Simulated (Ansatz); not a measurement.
## Residual resistivity of an alloy: Re(0001) with 2 layers of random Re-Pd, 2x2

Aim: the residual resistivity of a random alloy, from Re(0001) with 2 layers of random Re-Pd, 2x2 and longer regions.

Program: Ansatz 0.2.0. Level of theory: Ansatz plane-wave DFT, PBE, PAW files; ballistic transport by layer matching (Landauer), zero bias; PAW set soft_1. Results are calculated unless marked as measured.

**1. The structure**

The cell holds 48 atoms: 46 Re and 2 Pd. Cell: a = 5.522 Å, b = 5.522 Å, c = 26.749 Å, α = 90.0°, β = 90.0°, γ = 120.0°. It derives from Re. Regions: lead, 40 atoms (40 Re); scattering region, 8 atoms (6 Re and 2 Pd). The structure is stacked along c, and the current runs across the ab planes.

**2. With 2 alloy layers**

In 2 layers a share of 0.25 of the sites is given to Pd at random. The layers about the cell's end stay perfect and serve as the lead. Energies from -0.05 to 0.05 eV in steps of 0.05 eV are too few for the program's thermal sum, so it prints no conductance; for a metal the transmission near the Fermi level serves, at a fraction of the cost.

Contents of input.yaml:

```yaml
crystal:
  lattice:
    - [5.5216, 0.0, 0.0]
    - [-2.7608, 4.7818458695, 0.0]
    - [0.0, 0.0, 26.7492]
  atoms:
    - { symbol: Re, position: [0.1666666667, 0.3333333333, 0.0416666667] }
    - { symbol: Re, position: [0.1666666667, 0.8333333333, 0.0416666667] }
    - { symbol: Re, position: [0.6666666667, 0.3333333333, 0.0416666667] }
    - { symbol: Re, position: [0.6666666667, 0.8333333333, 0.0416666667] }
    - { symbol: Re, position: [0.3333333333, 0.1666666667, 0.125] }
    - { symbol: Re, position: [0.3333333333, 0.6666666667, 0.125] }
    - { symbol: Re, position: [0.8333333333, 0.1666666667, 0.125] }
    - { symbol: Re, position: [0.8333333333, 0.6666666667, 0.125] }
    - { symbol: Re, position: [0.1666666667, 0.3333333333, 0.2083333333] }
    - { symbol: Re, position: [0.1666666667, 0.8333333333, 0.2083333333] }
    - { symbol: Re, position: [0.6666666667, 0.3333333333, 0.2083333333] }
    - { symbol: Re, position: [0.6666666667, 0.8333333333, 0.2083333333] }
    - { symbol: Re, position: [0.3333333333, 0.1666666667, 0.2916666667] }
    - { symbol: Re, position: [0.3333333333, 0.6666666667, 0.2916666667] }
    - { symbol: Re, position: [0.8333333333, 0.1666666667, 0.2916666667] }
    - { symbol: Re, position: [0.8333333333, 0.6666666667, 0.2916666667] }
    - { symbol: Re, position: [0.1666666667, 0.3333333333, 0.375] }
    - { symbol: Re, position: [0.1666666667, 0.8333333333, 0.375] }
    - { symbol: Re, position: [0.6666666667, 0.3333333333, 0.375] }
    - { symbol: Re, position: [0.6666666667, 0.8333333333, 0.375] }
    - { symbol: Re, position: [0.3333333333, 0.1666666667, 0.4583333333] }
    - { symbol: Re, position: [0.3333333333, 0.6666666667, 0.4583333333] }
    - { symbol: Re, position: [0.8333333333, 0.1666666667, 0.4583333333] }
    - { symbol: Re, position: [0.8333333333, 0.6666666667, 0.4583333333] }
    - { symbol: Re, position: [0.1666666667, 0.3333333333, 0.5416666667] }
    - { symbol: Re, position: [0.1666666667, 0.8333333333, 0.5416666667] }
    - { symbol: Pd, position: [0.6666666667, 0.3333333333, 0.5416666667] }
    - { symbol: Pd, position: [0.6666666667, 0.8333333333, 0.5416666667] }
    - { symbol: Re, position: [0.3333333333, 0.1666666667, 0.625] }
    - { symbol: Re, position: [0.3333333333, 0.6666666667, 0.625] }
    - { symbol: Re, position: [0.8333333333, 0.1666666667, 0.625] }
    - { symbol: Re, position: [0.8333333333, 0.6666666667, 0.625] }
    - { symbol: Re, position: [0.1666666667, 0.3333333333, 0.7083333333] }
    - { symbol: Re, position: [0.1666666667, 0.8333333333, 0.7083333333] }
    - { symbol: Re, position: [0.6666666667, 0.3333333333, 0.7083333333] }
    - { symbol: Re, position: [0.6666666667, 0.8333333333, 0.7083333333] }
    - { symbol: Re, position: [0.3333333333, 0.1666666667, 0.7916666667] }
    - { symbol: Re, position: [0.3333333333, 0.6666666667, 0.7916666667] }
    - { symbol: Re, position: [0.8333333333, 0.1666666667, 0.7916666667] }
    - { symbol: Re, position: [0.8333333333, 0.6666666667, 0.7916666667] }
    - { symbol: Re, position: [0.1666666667, 0.3333333333, 0.875] }
    - { symbol: Re, position: [0.1666666667, 0.8333333333, 0.875] }
    - { symbol: Re, position: [0.6666666667, 0.3333333333, 0.875] }
    - { symbol: Re, position: [0.6666666667, 0.8333333333, 0.875] }
    - { symbol: Re, position: [0.3333333333, 0.1666666667, 0.9583333333] }
    - { symbol: Re, position: [0.3333333333, 0.6666666667, 0.9583333333] }
    - { symbol: Re, position: [0.8333333333, 0.1666666667, 0.9583333333] }
    - { symbol: Re, position: [0.8333333333, 0.6666666667, 0.9583333333] }
kpoints:
  mp_grid: { grid: [5, 5, 1] }
hamiltonian:
  xc: pbe
  pseudopotentials: { kind: paw, azcp: { folder: soft_1 } }
scf:
  occupations: { method: fermi_dirac, width: 0.1 }
output:
  transmission:
    leads: [[0, 8]]
    kmesh: [10, 10]
    e_range: [-0.05, 0.05]
    de: 0.05
  write_potential: true
  write_density: true
  volumetric_format: npy
```

The run is started by

```console
> ansatz run input.yaml --threads 4 --pin off --max-ram 15360MiB --backend cpu --events-out ev --progress --plain --runs-dir out
```

Numbers of over 12 decimals in the logs are rounded to 6 here.

Log:

```text
Engine: ansatz 0.2.0, x86_64-unknown-linux-gnu
Pseudopotentials: kind: paw
Pseudopotential: Re, paw, valence charge 15, recommended cutoff 420 eV (normal), soft_1/Re.paw.azcp
Pseudopotential: Pd, paw, valence charge 18, recommended cutoff 420 eV (normal), soft_1/Pd.paw.azcp
Functional definition: PBE
  parameter kappa = 0.804
  parameter beta = 0.066725
  exchange = pbe_x(kappa = kappa, mu = beta*pi^2/3)
  correlation = pbe_c(beta = beta)
Crystal: 48 atoms, lattice volume = 706.271 Å³
Basis set: ecut = 420 eV, 13787 PW (Γ)
Bands: 436, of which v1, the nominal top of the filled ones, is band 363 counted from 1 (362 counted from 0)
Symmetry: 8 space group operations
Space group: Pmm2 (ITA 25), of the structure as read, at distance tolerance 8.9e-5 Å
k-points: 9 of 25 (time reversal used)
Non-local potential: Re, projectors of the file, l = 0: 3, l = 1: 2, l = 2: 2, l = 3: 1
Non-local potential: Pd, projectors of the file, l = 0: 2, l = 1: 2, l = 2: 2, l = 3: 1
PAW form: soft (Blöchl's): semilocal exchange-correlation on the pseudo side does not see the compensation charge
PAW one-centre angular grid: Re, 590 points (default); XC on 64 Gauss nodes
PAW one-centre angular grid: Pd, 590 points (default); XC on 64 Gauss nodes
Initial density: superposition of atomic densities (chi_scale 0.1, normalization cell, long waves of neutral atoms (reshape's long-wave potential 3.05 eV rms, cloud 2.90 Å wide))
Initial wavefunctions: pseudopotential atomic-orbital guess
Functional: x = pbe(κ = 0.804, μ = 0.219515), c = pbe(β = 0.066725)
SCF iter   1: F=—  HF=-514011.337333 eV  |F-HF|=—  |Δ(HF+E_count)|=         —  Δρ=2.27e-1  dr2=2.98e3  ethr=3.10e-3  ⟨swp⟩=5.0  Hψ=12144  notcnv=0  defer=1
preconditioner: auto → Kerker (q_TF=auto, 2.741 Å⁻¹)  [metal: Δε(μ)=0.007 eV  Ē_g=5.851 eV  σ=0.100 eV  W_gap=0.02  n_scr=268 (ndim 8)  ℏωp=25.8 eV  f_vac=0.000  D(μ)=35.92/eV (n_scr^D=342)]
SCF iter   2: F=—  HF=-513940.375671 eV  |F-HF|=—  |Δ(HF+E_count)|=    7.10e1  Δρ=6.92e-2  dr2=1.15e2  ethr=3.10e-3  ⟨swp⟩=4.0  Hψ=11053  notcnv=0  defer=194
SCF iter   3: F=—  HF=-513935.223452 eV  |F-HF|=—  |Δ(HF+E_count)|=    5.15e0  Δρ=2.85e-2  dr2=5.27e1  ethr=3.10e-3  ⟨swp⟩=2.6  Hψ=7829  notcnv=0  defer=211
SCF iter   4: F=—  HF=-513933.638695 eV  |F-HF|=—  |Δ(HF+E_count)|=    1.58e0  Δρ=7.48e-3  dr2=5.08e0  ethr=3.10e-3  ⟨swp⟩=2.6  Hψ=7860  notcnv=0  defer=203
SCF iter   5: F=—  HF=-513933.559072 eV  |F-HF|=—  |Δ(HF+E_count)|=   7.96e-2  Δρ=2.27e-3  dr2=2.55e-1  ethr=7.00e-4  ⟨swp⟩=2.2  Hψ=3969  notcnv=0  defer=191
SCF iter   6: F=—  HF=-513933.546914 eV  |F-HF|=—  |Δ(HF+E_count)|=   1.22e-2  Δρ=9.65e-4  dr2=5.63e-2  ethr=3.51e-5  ⟨swp⟩=2.4  Hψ=5237  notcnv=0  defer=171
SCF iter   7: F=—  HF=-513933.545869 eV  |F-HF|=—  |Δ(HF+E_count)|=   1.04e-3  Δρ=2.38e-4  dr2=5.59e-3  ethr=7.76e-6  ⟨swp⟩=1.0  Hψ=3747  notcnv=0  defer=171
SCF iter   8: F=—  HF=-513933.545687 eV  |F-HF|=—  |Δ(HF+E_count)|=   1.82e-4  Δρ=7.39e-5  dr2=3.10e-4  ethr=7.70e-7  ⟨swp⟩=1.8  Hψ=3857  notcnv=0  defer=171
SCF iter   9: F=—  HF=-513933.545654 eV  |F-HF|=—  |Δ(HF+E_count)|=   3.29e-5  Δρ=1.82e-5  dr2=2.35e-5  ethr=4.27e-8  ⟨swp⟩=2.0  Hψ=4579  notcnv=0  defer=171
SCF iter  10: F=—  HF=-513933.547241 eV  |F-HF|=—  |Δ(HF+E_count)|=   1.59e-3  Δρ=2.46e-6  dr2=7.70e-8  ethr=1.38e-11  ⟨swp⟩=9.4  Hψ=16025  notcnv=0
SCF iter  11: F=-513933.547241 eV  HF=-513933.547241 eV  |F-HF|=5.24e-10  |Δ(HF+E_count)|=   6.64e-9  Δρ=4.51e-7  dr2=1.31e-9  ethr=1.06e-11  ⟨swp⟩=1.0  Hψ=9298  notcnv=0
SCF 1 converged in 11 iterations: F = -513933.547241 eV  dr2 = 1.31e-9
  greatest PAW one-centre occupation: 1.000 electrons in one spin orbital (limit 2), on the Re atom at site 37 (counted from 0), in its partial waves of l = 0
transmission: 158 of 1550 steps passed
transmission: 311 of 1550 steps passed
[...]
transmission: 1550 of 1550 steps passed
SCF converged after 11 iterations
Free energy (F): -513933.547241 eV
Harris-Foulkes:  -513933.547241 eV  (|F-HF|=5.24e-10)
Internal energy: -513932.237420 eV  (E = F + TS)
E sigma→0 (E₀):  -513932.892331 eV
Entropy (-TS):   -1.309821 eV (-27.288 meV/atom)
Fermi energy:    23.931892 eV
--- Per-component energies (eV) ---
  E_band       = -3523.009572
  E_kinetic    = 24960.969421
  E_local      = -39757.689924  (includes V_loc(G=0)·N_el)
  E_nonlocal   = 4424.745635
  E_hartree    = 14186.758963
  E_xc         = -16686.223539
  E_vxc        = -13704.996979  (∫ρ·V_xc dr)
  E_paw        = -408030.202230  (= ΣΔE_a)
  E_vpaw       = -7819.559589  (= ΣTr[D̂ρ^β])
  E_aug_tail   = 0.002791  (compensation charges beyond the density's cutoff)
  E_ewald      = -93030.598538
  E_smearing   = -1.309821  (= −TS)
  E_closure    = 0.000000  (closes the sum)
  Σ components = -513933.547241   (vs F -513933.547241, Δ=0.00e0)
--- Band table (eV; the first three rows and the last of 9) ---
  k-point 0: bands = [... 359 lower, 24.3380, 24.4287, 24.4874, 24.5065, 24.5288, 24.7137, 24.7161, 24.7527, ... 69 higher]
  k-point 1: bands = [... 359 lower, 24.0209, 24.0358, 24.0704, 24.1357, 24.1549, 24.1645, 24.2349, 24.2732, ... 69 higher]
  k-point 2: bands = [... 359 lower, 23.6449, 23.6556, 23.6722, 23.7281, 23.7557, 23.7586, 23.8481, 23.8586, ... 69 higher]
  k-point 8: bands = [... 359 lower, 23.7379, 23.7676, 23.7681, 23.8013, 23.8426, 23.8486, 23.9053, 23.9111, ... 69 higher]
--- Transmission ---
  basis      : 235 plane waves across, 50 finite elements along
  points     : 31, standing for a mesh of 10 x 10
  energies   : 3 from -0.050000 to 0.050000 eV about the Fermi level, 0.050000 eV apart; the leads are filled to 0.000000 eV, and channels, transmission and decay are at 0.000000 eV
  crystal 0  : Re8, at the sites [0, 8], period 4.4582 Å, over 24.52 Å; its Hamiltonian steps by up to 5.4 meV
    offset         : up to 0.0000 Å between an atom of the period and one for which it stands
    channels       : 5.380000e0 a spin
    conductance    : none, the energies end too early or step too widely for 300 K: set another output.transmission.e_range or a lower de, or, where they end at an eighth of basis.ecutwfc, a higher one
  junction   : crystal 0 to crystal 0, 1.53 to 23.82 Å
    transmission   : 3.400768e0 a spin
    conductance    : none, the energies end too early or step too widely for 300 K: set another output.transmission.e_range or a lower de, or, where they end at an eighth of basis.ecutwfc, a higher one
```

Run time: 7.2 min. Hardware: 4 threads of Intel Xeon Platinum 8259CL at 2.50GHz (Skylake/Cascade Lake), shared host; peak memory 6.1 GiB; 26 min of CPU time.

The column dr2 measures how far the density is from self-consistency, as an energy; F and HF (Harris–Foulkes) agree once it is small.

This step gave:

| Quantity | Value |
| --- | --- |
| free energy | -513933.5472 eV |
| energy at zero smearing | -513932.8923 eV |
| Fermi energy | 23.93 eV |
| cell area | 26.40 Å² |
| transmission per spin nearest the Fermi level | 3.401 |
| open channels per spin nearest the Fermi level | 5.38 |
| step of the lead's potential | 5.4 meV |

Per spin. Transmission, zone mean against energy, zero at the Fermi level:

```
energy (eV)  transmission, zone mean
    -0.0500                     3.37
     0.0000                     3.40
     0.0500                     3.28
```

Per spin. Table of open channels, zone mean, lead by energy, zero at the Fermi level:

```
energy (eV)  open channels, zone mean, lead
    -0.0500                            5.26
     0.0000                            5.38
     0.0500                            5.08
```

Transmission over k1 and k2. At 0.0000 eV from the Fermi level.

Ten even steps from '_' (1.72) to '@' (8.66):
```
__..........__..::..
..____....____......
..__..**##**..__....
__....%%@@@@%%....__
..::__**@@@@@@**__::
____....%%@@@@%%....
......__..**##**..__
........____....____
__..::..__..........
____________________
```
Columns: k1 (b1) from -0.5 to 0.4; rows upwards: k2 (b2) from -0.5 to 0.4.

Open channels over k1 and k2. At 0.0000 eV from the Fermi level.

Values, 10 rows by 10 columns:
```
 4.0  6.0  4.0  3.0  4.0  6.0  4.0  4.0  4.0  4.0
 5.0  4.0  4.0  4.0  4.0  4.0  4.0  5.0  4.0  4.0
 5.0  3.0  4.0 10.0 10.0 10.0  4.0  3.0  5.0  4.0
 4.0  4.0  4.0 10.0 11.0 11.0 10.0  4.0  4.0  4.0
 4.0  6.0  4.0 10.0 11.0 10.0 11.0 10.0  4.0  6.0
 4.0  4.0  4.0  4.0 10.0 11.0 11.0 10.0  4.0  4.0
 5.0  4.0  5.0  3.0  4.0 10.0 10.0 10.0  4.0  3.0
 5.0  4.0  4.0  5.0  4.0  4.0  4.0  4.0  4.0  4.0
 4.0  4.0  4.0  4.0  4.0  6.0  4.0  3.0  4.0  6.0
 4.0  4.0  5.0  5.0  4.0  4.0  4.0  5.0  5.0  4.0
```
Columns: k1 (b1) from -0.5 to 0.4; rows upwards: k2 (b2) from -0.5 to 0.4.

Over the solved energies the transmission per spin lies between 3.28 and 3.40, out of 5.24 channels of the lead on average (up to 5.38).

**3. With 6 alloy layers**

In 6 layers a share of 0.25 of the sites is given to Pd at random. A fresh draw is used; the growth of the resistance with length is what counts.

System of this step: Re(0001) with 6 layers of random Re-Pd, 2x2. The cell holds 64 atoms: 58 Re and 6 Pd. Cell: a = 5.522 Å, b = 5.522 Å, c = 35.666 Å, α = 90.0°, β = 90.0°, γ = 120.0°. It derives from Re. Regions: lead, 40 atoms (40 Re); scattering region, 24 atoms (18 Re and 6 Pd). The structure is stacked along c, and the current runs across the ab planes.

Contents of input.yaml:

```yaml
crystal:
  lattice:
    - [5.5216, 0.0, 0.0]
    - [-2.7608, 4.7818458695, 0.0]
    - [0.0, 0.0, 35.6656]
  atoms:
    - { symbol: Re, position: [0.1666666667, 0.3333333333, 0.03125] }
    - { symbol: Re, position: [0.1666666667, 0.8333333333, 0.03125] }
    - { symbol: Re, position: [0.6666666667, 0.3333333333, 0.03125] }
    - { symbol: Re, position: [0.6666666667, 0.8333333333, 0.03125] }
    - { symbol: Re, position: [0.3333333333, 0.1666666667, 0.09375] }
    - { symbol: Re, position: [0.3333333333, 0.6666666667, 0.09375] }
    - { symbol: Re, position: [0.8333333333, 0.1666666667, 0.09375] }
    - { symbol: Re, position: [0.8333333333, 0.6666666667, 0.09375] }
    - { symbol: Re, position: [0.1666666667, 0.3333333333, 0.15625] }
    - { symbol: Re, position: [0.1666666667, 0.8333333333, 0.15625] }
    - { symbol: Re, position: [0.6666666667, 0.3333333333, 0.15625] }
    - { symbol: Re, position: [0.6666666667, 0.8333333333, 0.15625] }
    - { symbol: Re, position: [0.3333333333, 0.1666666667, 0.21875] }
    - { symbol: Re, position: [0.3333333333, 0.6666666667, 0.21875] }
    - { symbol: Re, position: [0.8333333333, 0.1666666667, 0.21875] }
    - { symbol: Re, position: [0.8333333333, 0.6666666667, 0.21875] }
    - { symbol: Re, position: [0.1666666667, 0.3333333333, 0.28125] }
    - { symbol: Re, position: [0.1666666667, 0.8333333333, 0.28125] }
    - { symbol: Re, position: [0.6666666667, 0.3333333333, 0.28125] }
    - { symbol: Re, position: [0.6666666667, 0.8333333333, 0.28125] }
    - { symbol: Re, position: [0.3333333333, 0.1666666667, 0.34375] }
    - { symbol: Pd, position: [0.3333333333, 0.6666666667, 0.34375] }
    - { symbol: Re, position: [0.8333333333, 0.1666666667, 0.34375] }
    - { symbol: Re, position: [0.8333333333, 0.6666666667, 0.34375] }
    - { symbol: Re, position: [0.1666666667, 0.3333333333, 0.40625] }
    - { symbol: Re, position: [0.1666666667, 0.8333333333, 0.40625] }
    - { symbol: Re, position: [0.6666666667, 0.3333333333, 0.40625] }
    - { symbol: Re, position: [0.6666666667, 0.8333333333, 0.40625] }
    - { symbol: Pd, position: [0.3333333333, 0.1666666667, 0.46875] }
    - { symbol: Re, position: [0.3333333333, 0.6666666667, 0.46875] }
    - { symbol: Re, position: [0.8333333333, 0.1666666667, 0.46875] }
    - { symbol: Re, position: [0.8333333333, 0.6666666667, 0.46875] }
    - { symbol: Pd, position: [0.1666666667, 0.3333333333, 0.53125] }
    - { symbol: Pd, position: [0.1666666667, 0.8333333333, 0.53125] }
    - { symbol: Re, position: [0.6666666667, 0.3333333333, 0.53125] }
    - { symbol: Pd, position: [0.6666666667, 0.8333333333, 0.53125] }
    - { symbol: Pd, position: [0.3333333333, 0.1666666667, 0.59375] }
    - { symbol: Re, position: [0.3333333333, 0.6666666667, 0.59375] }
    - { symbol: Re, position: [0.8333333333, 0.1666666667, 0.59375] }
    - { symbol: Re, position: [0.8333333333, 0.6666666667, 0.59375] }
    - { symbol: Re, position: [0.1666666667, 0.3333333333, 0.65625] }
    - { symbol: Re, position: [0.1666666667, 0.8333333333, 0.65625] }
    - { symbol: Re, position: [0.6666666667, 0.3333333333, 0.65625] }
    - { symbol: Re, position: [0.6666666667, 0.8333333333, 0.65625] }
    - { symbol: Re, position: [0.3333333333, 0.1666666667, 0.71875] }
    - { symbol: Re, position: [0.3333333333, 0.6666666667, 0.71875] }
    - { symbol: Re, position: [0.8333333333, 0.1666666667, 0.71875] }
    - { symbol: Re, position: [0.8333333333, 0.6666666667, 0.71875] }
    - { symbol: Re, position: [0.1666666667, 0.3333333333, 0.78125] }
    - { symbol: Re, position: [0.1666666667, 0.8333333333, 0.78125] }
    - { symbol: Re, position: [0.6666666667, 0.3333333333, 0.78125] }
    - { symbol: Re, position: [0.6666666667, 0.8333333333, 0.78125] }
    - { symbol: Re, position: [0.3333333333, 0.1666666667, 0.84375] }
    - { symbol: Re, position: [0.3333333333, 0.6666666667, 0.84375] }
    - { symbol: Re, position: [0.8333333333, 0.1666666667, 0.84375] }
    - { symbol: Re, position: [0.8333333333, 0.6666666667, 0.84375] }
    - { symbol: Re, position: [0.1666666667, 0.3333333333, 0.90625] }
    - { symbol: Re, position: [0.1666666667, 0.8333333333, 0.90625] }
    - { symbol: Re, position: [0.6666666667, 0.3333333333, 0.90625] }
    - { symbol: Re, position: [0.6666666667, 0.8333333333, 0.90625] }
    - { symbol: Re, position: [0.3333333333, 0.1666666667, 0.96875] }
    - { symbol: Re, position: [0.3333333333, 0.6666666667, 0.96875] }
    - { symbol: Re, position: [0.8333333333, 0.1666666667, 0.96875] }
    - { symbol: Re, position: [0.8333333333, 0.6666666667, 0.96875] }
kpoints:
  mp_grid: { grid: [5, 5, 1] }
hamiltonian:
  xc: pbe
  pseudopotentials: { kind: paw, azcp: { folder: soft_1 } }
scf:
  occupations: { method: fermi_dirac, width: 0.1 }
output:
  transmission:
    leads: [[0, 8]]
    kmesh: [10, 10]
    e_range: [-0.05, 0.05]
    de: 0.05
  write_potential: true
  write_density: true
  volumetric_format: npy
```

Log:

```text
[...]
Crystal: 64 atoms, lattice volume = 941.695 Å³
Basis set: ecut = 420 eV, 18377 PW (Γ)
Bands: 587, of which v1, the nominal top of the filled ones, is band 489 counted from 1 (488 counted from 0)
Symmetry: 2 space group operations
[...]
k-points: 9 of 25 (time reversal used)
[...]
SCF iter   1: F=—  HF=-672451.922509 eV  |F-HF|=—  |Δ(HF+E_count)|=         —  Δρ=3.23e-1  dr2=1.60e4  ethr=3.10e-3  ⟨swp⟩=5.0  Hψ=16600  notcnv=0
[...]
SCF iter  12: F=-672256.103700 eV  HF=-672256.103700 eV  |F-HF|=1.89e-8  |Δ(HF+E_count)|=   1.66e-8  Δρ=6.91e-7  dr2=1.99e-8  ethr=1.02e-11  ⟨swp⟩=9.6  Hψ=15104  notcnv=0
SCF 1 converged in 12 iterations: F = -672256.103700 eV  dr2 = 1.99e-8
[...]
transmission: 203 of 2015 steps passed
transmission: 404 of 2015 steps passed
[...]
transmission: 2015 of 2015 steps passed
SCF converged after 12 iterations
Free energy (F): -672256.103700 eV
[...]
Internal energy: -672254.360743 eV  (E = F + TS)
E sigma→0 (E₀):  -672255.232222 eV
Entropy (-TS):   -1.742957 eV (-27.234 meV/atom)
Fermi energy:    23.786450 eV
[...]
--- Band table (eV; the first three rows and the last of 9) ---
  k-point 0: bands = [... 485 lower, 24.4462, 24.4769, 24.5187, 24.5194, 24.5399, 24.5509, 24.5891, 24.6132, ... 94 higher]
  k-point 1: bands = [... 485 lower, 23.8728, 23.9020, 23.9278, 23.9410, 23.9630, 23.9688, 24.0308, 24.1057, ... 94 higher]
  k-point 2: bands = [... 485 lower, 23.4600, 23.5119, 23.5400, 23.5633, 23.5877, 23.6343, 23.6780, 23.7152, ... 94 higher]
  k-point 8: bands = [... 485 lower, 23.5858, 23.5947, 23.6406, 23.6633, 23.6745, 23.7326, 23.8129, 23.8612, ... 94 higher]
--- Transmission ---
  basis      : 235 plane waves across, 65 finite elements along
  points     : 31, standing for a mesh of 10 x 10
[...]
channels       : 5.380000e0 a spin
[...]
junction   : crystal 0 to crystal 0, -0.70 to 30.51 Å
    transmission   : 2.177175e0 a spin
[...]
```

Run time: 12 min. Hardware: 4 threads; peak memory 9.5 GiB.

Numbers from this step:

```
free energy                                   : -672256.1037 eV
energy at zero smearing                       : -672255.2322 eV
Fermi energy                                  : 23.79 eV
transmission per spin nearest the Fermi level : 2.177
step of the lead's potential                  : 7.3 meV
```

Per spin. Table of transmission, zone mean by energy, zero at the Fermi level:

```
energy (eV)  transmission, zone mean
    -0.0500                     2.15
     0.0000                     2.18
     0.0500                     2.06
```

Over the solved energies the transmission per spin lies between 2.06 and 2.18, out of 5.25 channels of the lead on average (up to 5.38).

[end of part 1 of 2]

[Logs are printed without paths, hosts, clocks, repeated set-up lines and the standing remarks that a program may print on its own settings, such as how far it seeks lower states.]

[Hosts, paths, dates, database ids (printed as entryN), source tags and the programs' standing remarks are cut or masked in the printed files.]
